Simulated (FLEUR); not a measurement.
**Bi: equation of state with SCAN**

Bi:

```
CELL_PARAMETERS angstrom
3.23838 0.00000 0.00000
0.00000 3.22164 0.00000
-0.08045 0.00000 6.44389
ATOMIC_POSITIONS crystal
Bi 0.54425 0.00000 0.74958
Bi 0.45575 0.00000 0.25042
```

This isn't the form of Bi at room conditions, which is rhombohedral.

| Item | Value |
| --- | --- |
| Program | FLEUR MaX-R8.1 (later development tree) |
| Task | equation of state |
| Functional | SCAN |
| Potentials or basis | all-electron |
| Basis | FLAPW |
| Kmax | 4.1 1/bohr |
| k mesh | 8 × 8 × 4 |
| Occupations | fermi-dirac, width 0.05 eV |
| Spin | no spin polarisation |
| Gmax | 12.7 1/bohr |
| Muffin-tin radii | Bi 2.66 bohr |
| lmax | Bi 10 |
| lnonsphr | Bi 10 |
| Local orbitals a species | Bi 5 |

```json
{
  "Equilibrium volume": "33.81 Å³/atom",
  "Bulk modulus at fixed shape and positions": "53 GPa"
}
```

Energy against volume, from the lowest point:
```tsv
volume (Å³/atom)	energy (meV/atom)
31.597	27.11
32.270	12.53
33.614	0.00
34.959	5.88
35.631	14.51
```

Caveat: the meta-GGA is that of a development version, with a GGA for the radial functions and cores and without core tails; the cell was scaled at fixed shape and fractional positions, which overstates the stiffness of a crystal with free parameters, most of all of layers and chains.
